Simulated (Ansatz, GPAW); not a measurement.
## ZrC: 3 runs at one level of theory

```
Zr C
1.0
     0.00000    2.36500    2.36500
     2.36500    0.00000    2.36500
     2.36500    2.36500    0.00000
Zr C
1 1
Direct
  0.50000 0.50000 0.50000
  0.00000 0.00000 0.00000
```

Alike in all runs: task band structure; functional revPBE; k mesh 10 × 10 × 10; occupations fermi-dirac, width 0.05 eV; no spin polarisation; no spin-orbit coupling. Pressure is positive in compression and, in plane waves, holds the error of the finite cutoff, which Ansatz's Pulay term estimates and takes out.

```json
{"program and potentials": "Ansatz, Ansatz PAW", "plane-wave cutoff (eV)": "420", "notes": "potentials made for PBE, which Ansatz adapts in part; Pulay term of +0.17 GPa included", "pressure (GPa)": "-0.55"}
{"program and potentials": "Ansatz, all-electron LAPW, scalar-relativistic", "plane-wave cutoff (eV)": "-", "notes": "-", "pressure (GPa)": "-0.49"}
{"program and potentials": "GPAW, the program's PAW data sets (release 1.2.1) made for this functional", "plane-wave cutoff (eV)": "800", "notes": "-", "pressure (GPa)": "-1.26"}
```

The pressure spans -1.26 (GPAW, the program's PAW data sets (release 1.2.1) made for this functional) to -0.49 GPa (Ansatz, all-electron LAPW, scalar-relativistic), with all-electron results at -0.49. Some sets were made for another functional than the one run, which can shift their rows.

Differences between rows come from potentials, basis sets and numerical settings, since the functional is the same but for its coding. Runs on potential files found faulty are left out.
